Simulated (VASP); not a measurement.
Wanted: the native input for a VASP 6.6.1 run.

```yaml
Task: single point
Functional: PBE
Potentials_or_basis: VASP PAW PBE potentials, release 64 (Be)
Cutoff: 520 eV
k_mesh: 30 × 30 × 1
Occupations: gaussian, width 0.1 eV
Spin: no spin polarisation
Dipole_correction: yes
Further_INCAR_settings: ALGO = Fast; EDIFF = 1e-06; NBANDS = 7
```

The structure of Be lies in POSCAR:

```
Be
1.0
    2.1313194975      0.0000000000      0.0000000000
   -1.0656597488      1.8457768284      0.0000000000
    0.0000000000      0.0000000000     23.8000000000
Be
1
Direct
    0.0000000000      0.0000000000      0.2941176471
```

The cell was built by a generator and needn't be a form met in nature.

The input as run:

INCAR

```
PREC = Accurate
ENCUT = 520
EDIFF = 1E-6
ISMEAR = 0
SIGMA = 0.1
LREAL = F
LASPH = T
NELM = 100
ALGO = Fast
ISIF = 2
LWAVE = F
LCHARG = F
LDIPOL = T
IDIPOL = 3
DIPOL = 0.5 0.5 0.294
GGA = PE
NBANDS = 7
```

KPOINTS

```
regular mesh
0
Gamma
  30 30 1
```

Potentials or basis: VASP PAW PBE potentials, release 64 (Be).

The run is started by

```sh
$ cat potpaw_PBE.64/Be/POTCAR > POTCAR
$ mpirun -np 1 vasp_std > vasp.out
```

Results of the run:

| Property | Result |
| --- | --- |
| Band gap on the k mesh | none (metal or under the smearing width) |

It took 68 s on 1 thread of Intel(R) Xeon(R) Platinum 8488C (Sapphire Rapids), on a shared host, peak memory 0.22 GiB.
